Q: I want the bulk modulus of diamond from a calculation. I squeeze the cell by a few percent, read the pressure and divide by the strain. Where can that go wrong?

A: It goes wrong in treating the response as a straight line. For a volume step of 6 %, the modulus you get is off by about 14 %: too stiff if you squeezed, too soft if you stretched. A useful rule for this crystal is that the relative error is a little over twice the volume step. The table shows it in a density-functional (r2SCAN) calculation with the atoms held still.

Ansatz 0.2.0, r2SCAN, all-electron PAW (datasets and cutoff made for each crystal), scalar-relativistic, no spin polarisation, 14 × 14 × 14 k points, Fermi-Dirac smearing 0.03 eV. Diamond, Fd-3m, 2 atoms, 5.64 Å³/atom, Materials Project cell; each further row makes one change to the base run, without relaxing the atoms. Pressure and stress are positive in compression.

```
                   change from the base run  pressure (GPa)  stress xx (GPa)  stress zz (GPa)  stress xy (GPa)
                                       base           -0.37            -0.37            -0.37             0.00
                    volume scaled by 0.9405           30.50            30.50            30.50             0.00
                      volume scaled by 1.06          -23.90           -23.90           -23.90             0.00
          atom 2 (C) moved by 0.03 angstrom           -0.05            -0.09             0.02             0.31
equal xy, yz and zx shear strains of +1.5 %            0.00             0.00             0.00            -8.69
      z stretched by -1.5 % at fixed volume           -0.35            -7.67            14.30             0.00
```

Q: How do I see it in these rows?

A: Compare the two volume rows with the base row. Squeezing raises the pressure by 30.9 GPa, while a stretch of nearly the same size lowers it by only 23.5 GPa. Divided by their strains, they give moduli of 519 and 392 GPa for the same crystal. A straight line would have given the same number twice.

The simplest repair is to let the line bend. Let x be the fraction by which the volume is reduced, negative for a stretch, and write for the change of pressure

ΔP = B x + D x²

Here B is the modulus at the base volume and D measures the bending. The curve passes exactly through the three pressures, with B = 456 GPa and D = (519 − 392)/0.1195 ≈ 1060 GPa. The relative error of a one-sided modulus is then D x/B, or about 2.3 x, which is the rule I gave you.

Q: Three points always fit such a curve. And what if I have only one squeezed cell?

A: The total energy answers both questions, because it was not used to find the curve. The work done in squeezing the cell must equal the rise in energy. If the pressure grew along a straight line, that work would be the mean of the two end pressures times the change of volume.

Take the compressed row. The mean pressure is (30.50 − 0.37)/2 = 15.07 GPa. The cell of two atoms has a volume of 2 × 5.64 = 11.28 Å³ and loses 0.0595 of it, which is 0.671 Å³. Since 1 eV/Å³ is 160.2 GPa, the work is

15.07 × 0.671 / 160.2 = 0.063 eV

The computed energy rises by only 0.060 eV. The straight line is therefore 5 % too high, and one squeezed cell is enough to show it.

Q: So a 5 % miss in energy means a 5 % error in the modulus?

A: No, it means about three times as much. Integrate the bent curve: the bending adds D x³/3 to the true work but D x³/2 to the straight-line estimate. The excess, D x³/6, is a fraction D x/(3B) of the leading term B x²/2. The modulus itself is off by D x/B, so 5 % in energy warns of about 15 % in the modulus, close to the 14 % found.

The bent curve also reproduces both energies to 0.6 %. The asymmetry is therefore present in the energies as well as in the pressures. The remaining 0.6 % has the same sign and size on both sides, which is what the next, cubic term of the pressure is expected to leave behind. The printed analysis after this conversation lists the comparison for every row.

Q: Why does diamond stiffen when squeezed?

A: The energy of a bond is a lopsided function of its length. When two atoms approach, the repulsion between their electron clouds rises steeply; when they part, the attraction fades. A change of volume shortens or lengthens all the bonds together, by about 2 % here, so their lopsidedness adds up.

Geometry contributes as well. Even if the bonds were perfect springs, D would be expected to equal B: as the cell shrinks, the bonds push on a smaller area, and each further cut in volume shortens them a little more. Lopsidedness is needed to raise the ratio D/B from 1 to the 2.3 found here.

Both causes are at work in silicon, which has the same structure. It should therefore show a similar percentage error for the same relative step, although its pressures would be several times smaller. The ratio D/B depends on how fast the modulus grows with pressure, and that rate is similar in many solids.

Q: Do the other changes in the table fail in the same way?

A: Not in their energies, where the straight-line estimate is good to about 1 % or better. These changes are gentler, with about a quarter of the energy and so roughly half the amplitude. That alone would only halve the miss, to some 2 %, so the kind of distortion matters too.

Compressing z at fixed volume mainly bends the angles between bonds and leaves their lengths almost unchanged. Moving one atom lengthens one bond and shortens another, so the lopsided parts cancel. The shear lengthens one bond and shortens three, with no symmetry to enforce a cancellation. Its miss of 0.3 % should not be read closely: the estimate multiplies the stress of the sheared cell by the strain measured on the unsheared one, and at this size of shear that mismatch is expected to shift the result by several tenths of a percent. Why the miss stays well below 2 % is not settled by these numbers.

Q: Then the row with the moved atom is safe. May I divide its stress xy, 0.31 GPa, by the displacement and call the result a coupling constant?

A: That would be the second failure, and the energy test does not catch it. The atom moved diagonally, equally along x and y. Now turn the crystal by half a turn about the z axis through that atom's original site. The crystal looks the same as before, but the displacement has changed sign, while the stress xy has not.

A quantity that stays the same when the displacement is reversed has no linear term. The stress xy must therefore start with the square of the displacement, and so must the changes in stress xx and stress zz. The linear response sits in the xz and yz stresses, which do change sign under the half turn. They are not among the table's columns, but the same run gives −0.65 GPa for each.

Q: The xy stress is half as large as that. Is a second-order effect allowed to be so big?

A: Yes, if the first-order effect is unusually small, and here it is. You can check the linear coupling from the other side, because the same constant governs two experiments. Let u be a shift of the atom along x, γ a shear in the yz plane and Λ their coupling. The energy then contains the term

Λ u γ

Apart from the sign, its slope with respect to γ is the cell volume times the stress caused by moving the atom, and its slope with respect to u is the force on the atom caused by shearing the crystal. From the stress in the moved-atom row, the shear of 1.5 % should produce a force of 0.032 eV/Å along each axis. The run with that shear gives 0.015 eV/Å, so the two values, which should agree in a linear picture, differ by a factor of about two.

Q: What makes that coupling so fragile?

A: When diamond is sheared, the stretched and shortened bonds pull the atom one way, while the bent bond angles push it the other way. That is the standard picture of this structure, and in diamond, whose bonds strongly resist bending, the two nearly cancel. Moving the atom by 0.03 Å brings a force of about 1.2 eV/Å; the shear leaves only a few hundredths.

Against so small a remainder, a quadratic term can compete. The moved-atom row offers a rough measure of it, since the atom also feels a small force along z, a direction in which it was not displaced. Carried over to the shear, this suggests a quadratic force of order 0.02 eV/Å, similar to the gap between the two values. Lopsided bonds are expected to make it oppose the linear force, which is the direction needed. That makes the explanation plausible but does not prove it, because a numerical error in such a small force would look the same.

Q: What should I ask for next time, so that I am not caught by either failure?

A: Ask for each change in both directions. Half the difference between the two responses removes the quadratic part, and half their sum isolates it. In the volume rows, the mean of the two one-sided moduli, (519 + 392)/2, falls within 1 GPa of the 456 GPa from the bent curve. For steps of almost equal size it must, so this is no extra check. Both values still contain the next, cubic term, which is expected to make them too high by about twice the 0.6 % energy miss of the bent curve, a little over a percent. Against a modulus corrected for it, the squeezed cell would be somewhat more than 14 % too stiff and the stretched one somewhat less than 14 % too soft. A comparison with experiment would still need the motion of the atoms, which is absent here.

For the coupling between shear and atomic position, the missing run is the same shear with its sign reversed. A linear force would change sign and a quadratic one would not. Until that run exists, I would lean towards the value from the moved atom: its xz and yz stresses change sign with the displacement, so they hold no quadratic part. The factor of two between the two values remains a warning.

Printed output of the fit:

```
Energy rise against the straight-line estimate:
                                          row  computed rise (meV per cell)  straight-line estimate (meV per cell)  miss of estimate (%)
                                         base                             0                                      0                     0
                      volume scaled by 0.9405                         60.15                                  63.14                 4.979
                        volume scaled by 1.06                         53.65                                  51.29                -4.397
            atom 2 (C) moved by 0.03 angstrom                         17.41                                  17.37               -0.2173
  equal xy, yz and zx shear strains of +1.5 %                         13.81                                  13.77               -0.2619
        z stretched by -1.5 % at fixed volume                          11.8                                   11.7                -0.887
Pressure change on compression (GPa): 30.87
Pressure change on expansion (GPa): -23.53
Apparent bulk modulus from compression alone (GPa): 518.8
Apparent bulk modulus from expansion alone (GPa): 392.2
Bulk modulus at the base volume from the parabola (GPa): 455.8
Miss of one constant modulus on compression (%): -12.16
Miss of one constant modulus on expansion (%): 16.22
Energy miss of the parabola on compression (%): 0.6212
Energy miss of the parabola on expansion (%): 0.6136
Clamped-ion shear constant C44 (GPa): 579.3
Moved atom, stress xy over size of stress xz: 0.4799
Moved atom, change of stress xx (GPa): 0.28
Moved atom, change of stress zz (GPa): 0.39
Internal force under shear expected from linear coupling (eV/angstrom per component): 0.03218
Expected over computed internal force under shear: 2.16
Rough second-order force under shear, order of magnitude only (eV/angstrom): 0.02171
```
